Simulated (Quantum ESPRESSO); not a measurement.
## NaH under changes of volume

One of the cells (14.527 Å³/atom); the others are scaled copies at fixed shape and fractional positions:

```
Na H
1.0
     0.00000    2.44000    2.44000
     2.44000    0.00000    2.44000
     2.44000    2.44000    0.00000
Na H
1 1
Direct
  0.00000 0.00000 0.00000
  0.50000 0.50000 0.50000
```

| Quantity | Value |
| --- | --- |
| Program | Quantum ESPRESSO 7.5 |
| Functional | r2SCAN |
| Potentials or basis | SG15 PBE 1.2 |
| Cutoff | 952 eV |
| Density cutoff | 3810 eV |
| k mesh | 7 × 7 × 7 |
| Occupations | fermi-dirac, width 0.05 eV |
| Spin | no spin polarisation |

```csv
volume (Å³/atom),energy over the lowest point (meV/atom),pressure (GPa),gap on the mesh (eV)
13.655,0.87,0.3,4.94
13.946,0.00,-0.2,4.90
14.236,?,?,?
14.527,0.93,-1.1,4.81
14.817,2.60,-1.5,4.77
15.108,4.93,-1.8,4.73
15.398,7.92,-2.2,4.69
```

What does the run at 14.236 Å³/atom give?

Energy over the lowest point 0.05 meV/atom; pressure -0.6 GPa; gap on the mesh 4.85 eV.

Worked out: A Birch-Murnaghan fit of order 3 (a polynomial in V^(-2/3)) to the other rows has its minimum at 14.07 Å³/atom with B0 = V·E''(V) = 24 GPa and B' = 3.5. It gives 0.05 meV/atom at 14.236 Å³/atom, against the run's 0.05, and -dE/dV = -0.3 GPa, against -0.6. A straight line through the other rows of the gap, of slope -2.09 eV per unit of ln V, gives 4.85 eV, against the run's 4.85.

Energies are extrapolated to zero smearing.

Caveats: the potentials were made for another functional, which shifts forces and pressure; an odd mesh through Γ misses points on the zone boundary, where band edges often lie.
